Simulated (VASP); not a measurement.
# Si5O3H12 in VASP: settings compared

One molecule, Si5O3H12, is run at these levels: PBE, LDA; tasks: single point.

All numbers are computed with VASP 6.6.1; they aren't measurements. Logs are shortened: lines on timing, memory, paths and dates and some standing lists are left out, and cuts for length are marked.

## Step 1: The molecule as given

The cell holds a molecule in a box, 20 atoms: a = 15.000 Å, b = 15.000 Å, c = 15.000 Å, α = 90.00°, β = 90.00°, γ = 90.00°.

## Step 2: Single point, PBE

File INCAR:

```
SYSTEM = Si5H12O3
PREC = Accurate
ENCUT = 400
EDIFF = 1E-7
ISMEAR = 0
SIGMA = 0.02
LREAL = .False.
LASPH = .True.
NELM = 80
ALGO = Normal
ISIF = 2
LWAVE = .False.
LCHARG = .False.
GGA = PE
NBANDS = 41
```

File KPOINTS:

```
Automatic mesh
0
Gamma
  1 1 1
  0 0 0
```

File POSCAR:

```
Si5H12O3
1.0
   15.0000000000      0.0000000000      0.0000000000
    0.0000000000     15.0000000000      0.0000000000
    0.0000000000      0.0000000000     15.0000000000
Si O H
5 3 12
Direct
    0.4974781700      0.4965388300      0.5204854800
    0.4788416300      0.4707400600      0.6735447400
    0.6993295500      0.5015137400      0.4670442700
    0.4070942300      0.3476394000      0.4052511100
    0.4138339700      0.6787732800      0.4620226700
    0.5973481400      0.4653958700      0.4886363300
    0.4233974900      0.4401233600      0.4631391700
    0.4853081700      0.6028899600      0.4981128000
    0.3895098200      0.5034878800      0.7033245500
    0.5492382000      0.5184395300      0.7255977400
    0.4852297700      0.3732212400      0.6932779500
    0.7426385600      0.5337348800      0.5507345700
    0.7508916600      0.4250493500      0.4300959400
    0.6967969500      0.5756813300      0.4007116500
    0.4121125000      0.2683539200      0.4653072200
    0.3164609300      0.3532335300      0.3649318600
    0.4754650900      0.3388341300      0.3334538900
    0.3399824800      0.6902539400      0.5278429600
    0.4634337700      0.7643096600      0.4523132900
    0.3756089100      0.6517861000      0.3741717900
```

Potentials or basis: VASP PAW PBE potentials, release 64 (Si, O, H).

Launch:

```
cat potpaw_PBE.64/Si/POTCAR potpaw_PBE.64/O/POTCAR potpaw_PBE.64/H/POTCAR > POTCAR
mpirun -np 1 vasp_std > vasp.out
```

OUTCAR:

```text
SYSTEM = Si5H12O3
   PREC = Accurate
   ENCUT = 400
   EDIFF = 1E-7
   ISMEAR = 0
   LREAL = .False.
   LASPH = .True.
   NELM = 80
   ISIF = 2
   GGA = PE

 ion  position               nearest neighbor table
   1  0.497  0.497  0.520-   6 1.64   8 1.64   7 1.64   2 2.34   4 3.13   5 3.13   3 3.13
   2  0.479  0.471  0.674-   9 1.50  11 1.50  10 1.50   1 2.34
   3  0.699  0.502  0.467-  13 1.49  14 1.49  12 1.49   6 1.65   1 3.13
   4  0.407  0.348  0.405-  16 1.49  17 1.49  15 1.49   7 1.65   1 3.13
   5  0.414  0.679  0.462-  19 1.49  20 1.49  18 1.49   8 1.65   1 3.13
   6  0.597  0.465  0.489-   1 1.64   3 1.65
   7  0.423  0.440  0.463-   1 1.64   4 1.65
   8  0.485  0.603  0.498-   1 1.64   5 1.65
   9  0.390  0.503  0.703-   2 1.50
  10  0.549  0.518  0.726-   2 1.50
  11  0.485  0.373  0.693-   2 1.50
  12  0.743  0.534  0.551-   3 1.49
  13  0.751  0.425  0.430-   3 1.49
  14  0.697  0.576  0.401-   3 1.49
  15  0.412  0.268  0.465-   4 1.49
  16  0.316  0.353  0.365-   4 1.49
  17  0.475  0.339  0.333-   4 1.49
  18  0.340  0.690  0.528-   5 1.49
  19  0.463  0.764  0.452-   5 1.49
  20  0.376  0.652  0.374-   5 1.49

  LATTYP: Found a simple cubic cell.
 ALAT       =    15.0000000000

  Lattice vectors:

 A1 = (  15.0000000000,   0.0000000000,   0.0000000000)
 A2 = (   0.0000000000,  15.0000000000,   0.0000000000)
 A3 = (   0.0000000000,   0.0000000000,  15.0000000000)

Analysis of symmetry for initial positions (statically):
=====================================================================
 Subroutine PRICEL returns:
 Original cell was already a primitive cell.

 Routine SETGRP: Setting up the symmetry group for a
 simple cubic supercell.

 Subroutine GETGRP returns: Found  1 space group operations
 (whereof  1 operations were pure point group operations)
 out of a pool of 48 trial point group operations.

The static configuration has the point symmetry C_1 .

Analysis of symmetry for dynamics (positions and initial velocities):
=====================================================================
 Subroutine PRICEL returns:
 Original cell was already a primitive cell.

 Routine SETGRP: Setting up the symmetry group for a
 simple cubic supercell.

 Subroutine GETGRP returns: Found  1 space group operations
 (whereof  1 operations were pure point group operations)
 out of a pool of 48 trial point group operations.

The dynamic configuration has the point symmetry C_1 .

 Subroutine INISYM returns: Found  1 space group operations
 (whereof  1 operations are pure point group operations),
 and found     1 'primitive' translations

----------------------------------------------------------------------------------------

                                     Primitive cell

  volume of cell :    3375.0000

  direct lattice vectors                    reciprocal lattice vectors
    15.000000000  0.000000000  0.000000000     0.066666667  0.000000000  0.000000000
     0.000000000 15.000000000  0.000000000     0.000000000  0.066666667  0.000000000
     0.000000000  0.000000000 15.000000000     0.000000000  0.000000000  0.066666667

  length of vectors
    15.000000000 15.000000000 15.000000000     0.066666667  0.066666667  0.066666667

  position of ions in fractional coordinates (direct lattice)
     0.497478170  0.496538830  0.520485480
     0.478841630  0.470740060  0.673544740
     0.699329550  0.501513740  0.467044270
     0.407094230  0.347639400  0.405251110
     0.413833970  0.678773280  0.462022670
     0.597348140  0.465395870  0.488636330
[... 12 lines left out ...]
     0.463433770  0.764309660  0.452313290
     0.375608910  0.651786100  0.374171790

  ion indices of the primitive-cell ions
   primitive index   ion index
                 1           1
                 2           2
                 3           3
                 4           4
                 5           5
                 6           6
[... 12 lines left out ...]
                19          19
                20          20

----------------------------------------------------------------------------------------

 KPOINTS: Automatic mesh

Automatic generation of k-mesh.
 Grid dimensions read from file:
 generate k-points for:    1    1    1

 Generating k-lattice:

  Cartesian coordinates                     Fractional coordinates (reciprocal lattice)
     0.066666667  0.000000000  0.000000000     1.000000000  0.000000000  0.000000000
     0.000000000  0.066666667  0.000000000     0.000000000  1.000000000  0.000000000
     0.000000000  0.000000000  0.066666667     0.000000000  0.000000000  1.000000000

  Length of vectors
     0.066666667  0.066666667  0.066666667

  Shift w.r.t. Gamma in fractional coordinates (k-lattice)
     0.000000000  0.000000000  0.000000000

 Subroutine IBZKPT returns following result:
 ===========================================

 Found      1 irreducible k-points:

 Following reciprocal coordinates:
            Coordinates               Weight
  0.000000  0.000000  0.000000      1.000000
   k-points           NKPTS =      1   k-points in BZ     NKDIM =      1   number of bands    NBANDS=     41
   number of dos      NEDOS =    301   number of ions     NIONS =     20
   total plane-waves  NPLWV = 941192
   dimension x,y,z NGX =    98 NGY =   98 NGZ =   98
   dimension x,y,z NGXF=   196 NGYF=  196 NGZF=  196
   ions per type =               5   3  12
   NGX,Y,Z   is equivalent  to a cutoff of  10.86, 10.86, 10.86 a.u.
   NGXF,Y,Z  is equivalent  to a cutoff of  21.72, 21.72, 21.72 a.u.
 SYSTEM =  Si5H12O3
   PREC   = accura    normal or accurate (medium, high low for compatibility)
   ISTART =      0    job   : 0-new  1-cont  2-samecut
   ICHARG =      2    charge: 1-file 2-atom 10-const
   ISPIN  =      1    spin polarized calculation?
   LNONCOLLINEAR =      F non collinear calculations
   LSORBIT =      F    spin-orbit coupling
   LASPH  =      T    aspherical Exc in radial PAW
   ENCUT  =  400.0 eV  29.40 Ry    5.42 a.u.  24.46 24.46 24.46*2*pi/ulx,y,z
   NELM   =     80;   NELMIN=  2; NELMDL= -5     # of ELM steps
   EDIFF  = 0.1E-06   stopping-criterion for ELM
   LREAL  =      F    real-space projection
   EDIFFG = 0.1E-05   stopping-criterion for IOM
   NSW    =      0    number of steps for IOM
   IBRION =     -1    ionic relax: 0-MD 1-quasi-New 2-CG
   NFREE  =      0    steps in history (QN), initial steepest desc. (CG)
   ISIF   =      2    stress and relaxation
   ISYM   =      2    0-nonsym 1-usesym 2-fastsym
   POTIM  = 0.5000    time-step for ionic-motion
   TEBEG  =    0.0;   TEEND  =   0.0 temperature during run
   PSTRESS=    0.0 pullay stress
   NELECT =      50.0000    total number of electrons
   NUPDOWN=      -1.0000    fix difference up-down
   EMIN   =  10.00;   EMAX   =-10.00  energy-range for DOS
   EFERMI =   0.00;   METHOD = LEGACY
   ISMEAR =     0;   SIGMA  =   0.02  broadening in eV -4-tet -1-fermi 0-gaus
   EFERMI_NEDOS =   21; number of points for ismear=-14 and -15
   IALGO  =     38    algorithm
   IMIX   =      4    mixing-type and parameters
     AMIX     =   0.40;   BMIX     =  1.00
     AMIX_MAG =   1.60;   BMIX_MAG =  1.00
  volume/ion in A,a.u.               =     168.75      1138.78
  Fermi-wavevector in a.u.,A,eV,Ry     =   0.402075  0.759811  2.199575  0.161664
  Thomas-Fermi vector in A             =   1.352095
   LORBIT       =      0    0 simple, 1 ext, 2 COOP (PROOUT), +10 PAW based schemes
   GGA     = PE    functional components
   LHFCALC =     F    Hartree Fock is set to
   AEXX    =    0.0000 exact exchange contribution
   IVDW    =     0    specifies the selected vdW correction
   LEPSILON=     F    determine dielectric tensor
   LRPA    =     F    only Hartree local field effects (RPA)
 non-spin polarized calculation
 Gauss-broadening in eV      SIGMA  =   0.02
  energy-cutoff  :      400.00
  volume of cell :     3375.00
 maximum number of plane-waves:     61445
 NGX is ok and might be reduce to    98
   NGX = 49   NGY = 49   NGZ = 49

 number of electron      50.0000015 magnetization

 Free energy of the ion-electron system (eV)
  ---------------------------------------------------
  ext. energy  EPLUGINS =         0.00000000
  ---------------------------------------------------
  free energy    TOTEN  =       -94.12597805 eV

  energy without entropy =      -94.12597805  energy(sigma->0) =      -94.12597805

 E-fermi :  -6.2965     XC(G=0):  -1.0049

 val. band max:       -6.4432528864   @ k =   0.0000   0.0000   0.0000
 cond. band min:      -0.8599580988   @ k =   0.0000   0.0000   0.0000
 fundamental gap:      5.5832947876
 Fermi energy:        -6.2965020190

 k-point     1 :       0.0000    0.0000    0.0000
  band No.  band energies     occupation
      1     -25.0887      2.00000
      2     -24.2744      2.00000
      3     -24.2728      2.00000
      4     -14.8713      2.00000
      5     -13.5436      2.00000
      6     -13.5419      2.00000
[... 29 lines left out ...]
     36       0.5068      0.00000
     37       0.5202      0.00000
 [bands above 37 left out]

------------------------ aborting loop because EDIFF is reached ----------------------------------------

  FORCE on cell =-STRESS in cart. coord.  units (eV):
  Direction    XX          YY          ZZ          XY          YZ          ZX
  --------------------------------------------------------------------------------------
  -------------------------------------------------------------------------------------
  Total       -2.3910280     -2.4022007     -2.6560358     -0.0055570      0.0477024      0.0210560
  in kB       -1.1350669     -1.1403708     -1.2608712     -0.0026380      0.0226452      0.0099957
  external PRESSURE =      -1.1787697 kB  Pullay stress =       0.0000000 kB

 VOLUME and BASIS-vectors are now :
 -----------------------------------------------------------------------------
  energy-cutoff  :      400.00
  volume of cell :     3375.00
      direct lattice vectors                 reciprocal lattice vectors
    15.000000000  0.000000000  0.000000000     0.066666667  0.000000000  0.000000000
     0.000000000 15.000000000  0.000000000     0.000000000  0.066666667  0.000000000
     0.000000000  0.000000000 15.000000000     0.000000000  0.000000000  0.066666667

 POSITION                                       TOTAL-FORCE (eV/Angst)
 -----------------------------------------------------------------------------------
      7.46217      7.44808      7.80728         0.000453     -0.007268      0.037065
      7.18262      7.06110     10.10317        -0.003860      0.000431      0.005174
     10.48994      7.52271      7.00566         0.031097     -0.001823     -0.008980
      6.10641      5.21459      6.07877        -0.017041     -0.022927     -0.017772
      6.20751     10.18160      6.93034        -0.011595      0.030717     -0.007495
      8.96022      6.98094      7.32954         0.011007      0.006649      0.002186
[... 12 lines left out ...]
      6.95151     11.46464      6.78470        -0.008085     -0.008649     -0.001003
      5.63413      9.77679      5.61258         0.006911      0.004989      0.010611
 -----------------------------------------------------------------------------------
    total drift:                               -0.000775     -0.003160      0.003136

  FREE ENERGIE OF THE ION-ELECTRON SYSTEM (eV)
  ---------------------------------------------------
  free  energy   TOTEN  =       -94.1259780453 eV

  energy  without entropy=      -94.1259780453  energy(sigma->0) =      -94.12597805
```

Wall time 5.1 min (1 thread of Intel Xeon 6975P-C (Granite Rapids), shared host); peak memory 1.6 GiB.

What came out:

```
Free energy                     : -94.1260 eV
Largest force                   : 0.038 eV/Å
Gap between the frontier levels : 5.58 eV
```

Forces in eV/Å, atoms in the order of the input:
```
Si   0.000 -0.007  0.037
Si  -0.004  0.000  0.005
Si   0.031 -0.002 -0.009
Si  -0.017 -0.023 -0.018
Si  -0.012  0.031 -0.007
O    0.011  0.007  0.002
O    0.001 -0.013  0.000
O   -0.012  0.005  0.001
H    0.007 -0.002 -0.002
H   -0.006 -0.003 -0.009
H    0.000  0.009 -0.006
H   -0.005 -0.004 -0.011
H   -0.003  0.011  0.004
H    0.001 -0.012  0.007
H    0.000  0.010 -0.007
H    0.011 -0.003  0.003
H   -0.011  0.003  0.008
H    0.008 -0.002 -0.008
H   -0.008 -0.009 -0.001
H    0.007  0.005  0.011
```

Caveat: the cutoff is under 1.25 times the usual one of these potentials, so pressure, stress and relaxed cells hold a basis-set (Pulay) error. As with any semilocal functional, this PBE gap is likely too small.

## Step 3: Single point, LDA

INCAR: that of step 2 with these lines changed.

```diff
@@ -13,3 +13,3 @@
 LCHARG = .False.
-GGA = PE
+GGA = CA
 NBANDS = 41
```

KPOINTS is that of step 2.

POSCAR is that of step 2.

Potentials or basis: VASP PAW LDA potentials, release 64 (Si, O, H).

Launch:

```
cat potpaw_LDA.64/Si/POTCAR potpaw_LDA.64/O/POTCAR potpaw_LDA.64/H/POTCAR > POTCAR
mpirun -np 1 vasp_std > vasp.out
```

Run time: 4.2 min. Hardware: 1 thread of Intel Xeon 6975P-C (Granite Rapids), shared host; peak memory 1.2 GiB.

Results (log left out):

```
Free energy                     : -98.5029 eV
Largest force                   : 0.455 eV/Å
Gap between the frontier levels : 5.44 eV
```

Forces in eV/Å, atoms in the order of the input:
```
Si   0.036  0.042 -0.256
Si   0.031  0.048 -0.279
Si  -0.424 -0.138  0.089
Si   0.078  0.379  0.239
Si   0.287 -0.320  0.146
O   -0.128  0.312  0.058
O    0.334 -0.059  0.053
O   -0.213 -0.265 -0.048
H   -0.003  0.007 -0.016
H    0.007  0.005 -0.019
H    0.001 -0.002 -0.021
H   -0.016 -0.002  0.015
H   -0.008 -0.011 -0.001
H   -0.024  0.004 -0.003
H    0.005  0.009  0.021
H   -0.006  0.013  0.003
H    0.016  0.019  0.004
H    0.004 -0.015  0.016
H    0.014 -0.003  0.003
H    0.009 -0.023 -0.004
```

Levels at points of the mesh, in eV from the valence-band top:
```tsv
k point	band 23	band 24	band 25	band 26	band 27	band 28
(0.00, 0.00, 0.00)	-0.72	-0.71	0.00	5.44	5.73	5.73
```

Caveat: the cutoff is under 1.25 times the usual one of these potentials, so pressure, stress and relaxed cells hold a basis-set (Pulay) error.
